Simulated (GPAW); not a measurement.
# TePb (Fm-3m) in GPAW: single point with LDA

Aim: the single point of TePb with LDA.

All numbers are computed with GPAW 26.7.0; they aren't measurements. Logs are shortened: lines on timing, memory, paths and dates and some standing lists are left out, and cuts for length are marked. The log counts tension as positive stress, the text compression.

**What was measured.**

A printed reference work, monograph reports, for a bulk crystal of TePb at 4.2 K: band gap 0.19 eV (direct).

The runs below are set against these values where they give the same quantity.

### 1 The structure

Symmetry: Fm-3m, No. 225, cubic system. The conventional cell has a = 6.462 Å, b = 6.462 Å, c = 6.462 Å, α = 90.00°, β = 90.00°, γ = 90.00°. Pb (site symmetry m-3m) has 6 Te at 3.23 Å as nearest neighbours. Te (site symmetry m-3m) is surrounded by 6 Pb at 3.23 Å.

### 2 Single point, LDA

Input file run.py:

```python
from ase import Atoms
from ase.dft.bandgap import bandgap
from ase.io import write
from ase.units import GPa
from gpaw import GPAW, PW

atoms = Atoms(['Pb', 'Te'],
              cell=[[0.0, 3.231, 3.231],
                    [3.231, 0.0, 3.231],
                    [3.231, 3.231, 0.0]],
              scaled_positions=[[0.0, 0.0, 0.0],
                                [0.5, 0.5, 0.5]],
              pbc=True)

calc = GPAW(mode=PW(450),
            xc='LDA',
            kpts={'size': (6, 6, 6), 'gamma': True},
            occupations={'name': 'fermi-dirac', 'width': 0.05},
            nbands=19,
            maxiter=120,
            txt='gpaw.txt')
atoms.calc = calc
energy = atoms.get_potential_energy()
forces = atoms.get_forces()
stress = atoms.get_stress()
calc.write('gs.gpw')
write('result.traj', atoms)
print(f'Energy: {energy:.6f} eV')
print('Forces (eV/A):')
print(forces.round(4))
print('Stress (GPa):', (stress / GPa).round(3))
print('Fermi level:', round(calc.get_fermi_level(), 4), 'eV')
print(f'Gap: {bandgap(calc)[0]:.4f} eV, direct: {bandgap(calc, direct=True)[0]:.4f} eV')
```

Potentials or basis: the program's PAW data sets (release 1.2.1) made for this functional, pw.

Launch:

```
OMP_NUM_THREADS=1 python run.py
```

gpaw.txt:

```text
__  _  _
 | _ |_)|_||  |
 |__||  | ||/\| - 26.7.0

Input parameters:
  mode=PW(ecut=450.00000000000006),
  kpts=MonkhorstPack(size=(6, 6, 6), gamma=True),
  maxiter=120,
  nbands=19,
  occupations=Occupations(name='fermi-dirac', width=0.05),
  xc=XC(name='LDA')

Diagonalizing LCAO Hamiltonian
Converting LCAO to pw mode

                 Te

       Pb

Atoms  # Å, Bohr magnetons
|   | symbol |        x |        y |        z |    initial magnetic moments |
|---|--------|----------|----------|----------|-----------------------------|
| 0 |     Pb | 0.000000 | 0.000000 | 0.000000 | ( 0.0000,  0.0000,  0.0000) |
| 1 |     Te | 3.231000 | 3.231000 | 3.231000 | ( 0.0000,  0.0000,  0.0000) |

Unit cell  # Å
| periodic |        x |        y |        z |  lengths |    angles |
|----------|----------|----------|----------|----------|-----------|
|      yes | 0.000000 | 3.231000 | 3.231000 | 4.569324 | 60.000000 |
|      yes | 3.231000 | 0.000000 | 3.231000 | 4.569324 | 60.000000 |
|      yes | 3.231000 | 3.231000 | 0.000000 | 4.569324 | 60.000000 |

Number of symmetries: 48
Symmetry operations  # r_c * U_cc + t_c -> r_c
|    | kind |            matrix            |
|----|------|------------------------------|
|  0 |  σ   |  1, 0, 0,  1, 0,-1,  1,-1, 0 |
|  1 |  C2  |  1, 0, 0,  1,-1, 0,  1, 0,-1 |
|  2 |  E   |  1, 0, 0,  0, 1, 0,  0, 0, 1 |
|  3 |  σ   |  1, 0, 0,  0, 0, 1,  0, 1, 0 |
|  4 |  C4  |  1, 0,-1,  1, 0, 0,  1,-1, 0 |
|  5 |  S6  |  1, 0,-1,  1,-1, 0,  1, 0, 0 |
|  6 |  σ   |  1, 0,-1,  0, 1,-1,  0, 0,-1 |
|  7 |  C3  |  1, 0,-1,  0, 0,-1,  0, 1,-1 |
|  8 |  S6  |  1,-1, 0,  1, 0, 0,  1, 0,-1 |
|  9 |  C4  |  1,-1, 0,  1, 0,-1,  1, 0, 0 |
| 10 |  C3  |  1,-1, 0,  0,-1, 1,  0,-1, 0 |
| 11 |  σ   |  1,-1, 0,  0,-1, 0,  0,-1, 1 |
| 12 |  σ   |  0, 1, 0,  1, 0, 0,  0, 0, 1 |
| 13 |  C4  |  0, 1, 0,  0, 1,-1, -1, 1, 0 |
| 14 |  C3  |  0, 1, 0,  0, 0, 1,  1, 0, 0 |
| 15 |  S6  |  0, 1, 0, -1, 1, 0,  0, 1,-1 |
| 16 |  C2  |  0, 1,-1,  1, 0,-1,  0, 0,-1 |
| 17 |  σ   |  0, 1,-1,  0, 1, 0, -1, 1, 0 |
| 18 |  S4  |  0, 1,-1,  0, 0,-1,  1, 0,-1 |
| 19 |  C4  |  0, 1,-1, -1, 1, 0,  0, 1, 0 |
| 20 |  C3  |  0, 0, 1,  1, 0, 0,  0, 1, 0 |
| 21 |  σ   |  0, 0, 1,  0, 1, 0,  1, 0, 0 |
| 22 |  S6  |  0, 0, 1,  0,-1, 1, -1, 0, 1 |
| 23 |  C4  |  0, 0, 1, -1, 0, 1,  0,-1, 1 |
| 24 |  S4  |  0, 0,-1,  1, 0,-1,  0, 1,-1 |
| 25 |  C3  |  0, 0,-1,  0, 1,-1,  1, 0,-1 |
| 26 |  C2  |  0, 0,-1,  0,-1, 0, -1, 0, 0 |
| 27 |  S6  |  0, 0,-1, -1, 0, 0,  0,-1, 0 |
| 28 |  S4  |  0,-1, 1,  1,-1, 0,  0,-1, 0 |
| 29 |  C4  |  0,-1, 1,  0, 0, 1, -1, 0, 1 |
| 30 |  C2  |  0,-1, 1,  0,-1, 0,  1,-1, 0 |
| 31 |  σ   |  0,-1, 1, -1, 0, 1,  0, 0, 1 |
| 32 |  C3  |  0,-1, 0,  1,-1, 0,  0,-1, 1 |
| 33 |  S6  |  0,-1, 0,  0, 0,-1, -1, 0, 0 |
| 34 |  S4  |  0,-1, 0,  0,-1, 1,  1,-1, 0 |
| 35 |  C2  |  0,-1, 0, -1, 0, 0,  0, 0,-1 |
| 36 |  C2  | -1, 1, 0,  0, 1, 0,  0, 1,-1 |
| 37 |  S6  | -1, 1, 0,  0, 1,-1,  0, 1, 0 |
| 38 |  S4  | -1, 1, 0, -1, 0, 1, -1, 0, 0 |
| 39 |  C3  | -1, 1, 0, -1, 0, 0, -1, 0, 1 |
| 40 |  S6  | -1, 0, 1,  0, 0, 1,  0,-1, 1 |
| 41 |  C2  | -1, 0, 1,  0,-1, 1,  0, 0, 1 |
| 42 |  C3  | -1, 0, 1, -1, 1, 0, -1, 0, 0 |
| 43 |  S4  | -1, 0, 1, -1, 0, 0, -1, 1, 0 |
| 44 |  C2  | -1, 0, 0,  0, 0,-1,  0,-1, 0 |
| 45 |  i   | -1, 0, 0,  0,-1, 0,  0, 0,-1 |
| 46 |  σ   | -1, 0, 0, -1, 1, 0, -1, 0, 1 |
| 47 |  C2  | -1, 0, 0, -1, 0, 1, -1, 1, 0 |

BZ-sampling:
  Number of BZ points: 216
[... 62 lines left out ...]
    |   6p |  2.000 |      -3.713 |    1.275 |
    |   5d | 10.000 |     -21.326 |    1.217 |
    |    s |        |      14.962 |    1.259 |
    |    p |        |      23.498 |    1.275 |
    |    d |        |       5.885 |    1.217 |

    Using partial waves for Pb as LCAO basis

  Te:
    name:    Tellurium
    Z:       52.0
    valence: 6
    core:    46
    charge:  0.0  # [|e|]
    compensation charges:
      type: gauss
      rc: 0.36  # [Å]
      lmax: 2
    cutoffs:
      filter: 2.09  # [Å]
      core: 3.17  # [Å]
    projectors
    | kind |    occ | energy [eV] | rcut [Å] |
    |------|--------|-------------|----------|
    |   5s |  2.000 |     -15.337 |    1.180 |
    |   5p |  4.000 |      -6.113 |    1.196 |
    |    s |        |      11.875 |    1.180 |
    |    p |        |      21.098 |    1.196 |
    |    d |        |       0.000 |    1.238 |

    Using partial waves for Te as LCAO basis

Reference energy: -751608.429774  # eV

eigensolver:
  PPCG
  Converge bands: occupied
  niter=2

density mixing:
  MSR1-Mixer
  Pratt-step length: 0.05
  Maximum mixing coefficient: 0.75
  Old densities: 10
  SVD Regularization: 0.005
  Good broyden scale: 1.0
  Trust region scale: 1.0
  Backstep threshold: 4.0
  History deletion threshold: 6.0
  Fourier metric: weight=20.0, sigma=0.015

occupation numbers:
  Fermi-Dirac:
    width: 0.0500  # eV

poisson solver:
  ecut: 3600.0000000000005  # eV

xc functional:
  name: None

convergence criteria:
- Maximum [total energy] change in last 3 cyles: 0.0005 eV / valence electron
- Maximum integral of absolute [dens]ity change: 0.0001 electrons / valence electron
- Maximum integral of absolute [eigenst]ate change: 4e-08 eV^2 / valence electron
maximum number of iterations: 120

SCF iterations
|iter     | |      energy | eigst |  dens |
|---------|-|-------------|-------|-------|
|iter:   1| |   -9.177605 | -0.17 |       |
|iter:   2| |   -9.155926 | -2.05 | -1.37 |
|iter:   3| |   -9.063638 | -2.26 | -1.42 |
|iter:   4| |   -9.062845 | -4.09 | -2.02 |
|iter:   5| |   -9.062725c| -4.73 | -2.47 |
|iter:   6| |   -9.062726c| -6.26 | -3.39 |
|iter:   7| |   -9.062726c| -7.23 | -4.01c|
|iter:   8| |   -9.062726c| -7.57c| -4.61c|

Converged in 8 steps
Energy contributions relative to reference atoms: (reference = -751608.429774)

Energy contributions:
  Kinetic:          15.008898
  Coulomb:         -15.788405
  Zero:              0.128085
  External:          0.000000
  Xc:               -8.411274
  Entropy:          -0.000058
  Spinorbit:         0.000000
  ----------------------------
  Free energy:      -9.062755
  Extrapolated:     -9.062726

dipole moment: (-27.420693, -27.420693, -27.420693)  # |e|*Ang

Fermi level: 5.644
Eigenvalues  # (at kpt = [0.000, 0.000, 0.000])
| band index |      eig [eV] | occ [0-2] |
|------------|---------------|-----------|
|          0 |       -11.288 |     2.000 |
|        ... |               |           |
|          2 |       -11.270 |     2.000 |
|          3 |       -11.270 |     2.000 |
|          4 |       -11.270 |     2.000 |
|          5 |        -6.724 |     2.000 |
|          6 |        -0.349 |     2.000 |
|          7 |         3.981 |     2.000 |
[... 9 lines left out ...]
|         17 |        12.859 |     0.000 |
|         18 |        13.452 |     0.000 |

Gap: 0.616 eV
Transition (v -> c):
  (s=0, k=15, n=9, [0.50, 0.50, 0.50]) -> (s=0, k=15, n=10, [0.50, 0.50, 0.50])
No difference between direct/indirect transitions

Forces  # eV/Ang
|        x |        y |        z |
|----------|----------|----------|
|  0.00000 |  0.00000 | -0.00000 |  # Pb   0
| -0.00000 | -0.00000 | -0.00000 |  # Te   1

Stress tensor  # eV/Ang^3
|        x |         y |         z |
|----------|-----------|-----------|
| 0.015865 |  0.000000 |  0.000000 |
| 0.000000 |  0.015865 | -0.000000 |
| 0.000000 | -0.000000 |  0.015865 |

# Writing to gs.gpw (mode='')
```

Run time: 8.2 s. Hardware: 1 thread of Arm Neoverse V2, shared host; peak memory 0.14 GiB.

What came out:

* Free energy: -9.0628 eV
* Pressure: -2.5 GPa
* Band gap on the k mesh: 0.62 eV, direct

Levels at points of the mesh, in eV from the valence-band top:
```csv
k point,band 6,band 7,band 8,band 9,band 10,band 11,band 12,band 13,band 14,band 15
"(0.00, 0.00, 0.00)",-12.06,-5.68,-1.35,-1.35,-1.35,3.96,3.96,3.96,5.84,5.84
"(0.50, 0.50, 0.00)",-10.39,-7.34,-4.52,-2.81,-2.81,3.29,5.36,5.36,6.58,10.34
"(0.50, 0.50, 0.50)",-10.65,-8.61,-0.87,-0.87,0.00,0.62,1.19,1.19,8.31,9.24
```

Caveat: the cutoff is short for stress and forces, so pressures can be off by a GPa or more; spin-orbit coupling is left out, which as a rule narrows the gap of such compounds by several tenths of an eV.

### 3 Against experiment

Step 2. Against the measured gap of TePb, 0.19 eV (direct; 4.2 K; a printed reference work, monograph), the calculated 0.62 eV is off by +0.43 eV. Spin-orbit coupling on Pb, Te is left out. The value is that of LDA on a finite k mesh, which can miss the band edges, without temperature or zero-point motion.
